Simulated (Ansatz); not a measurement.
**Ba: equation of state with PBE**

The system is Ba.

```
CELL_PARAMETERS angstrom
-2.50650 2.50650 2.50650
2.50650 -2.50650 2.50650
2.50650 2.50650 -2.50650
ATOMIC_POSITIONS crystal
Ba 0.00000 0.00000 0.00000
```

```json
{
 "Program": "Ansatz 0.2.0",
 "Task": "equation of state",
 "Functional": "PBE",
 "Potentials or basis": "Ansatz PAW earlier set",
 "Cutoff": "300 eV",
 "Density cutoff": "1200 eV",
 "k mesh": "8 × 8 × 8",
 "Occupations": "fermi-dirac, width 0.05 eV",
 "Spin": "no spin polarisation"
}
```

| Quantity | Value |
| --- | --- |
| Equilibrium volume | 62.93 Å³/atom |
| Bulk modulus | 9.0 GPa |
| Pressure derivative of the bulk modulus | 3.2 |

Energy against volume, from the lowest point:
```
volume (Å³/atom)  energy (meV/atom)
          59.209               6.74
          60.469               2.87
          61.729               0.66
          62.989               0.00
          64.249               0.75
          65.508               2.80
          66.768               6.03
```

All runs of the series together: 2.9 s on 2 threads of Arm Neoverse V2, with other jobs on the host.

The run has no spin-orbit coupling, so splittings on Ba are missing.
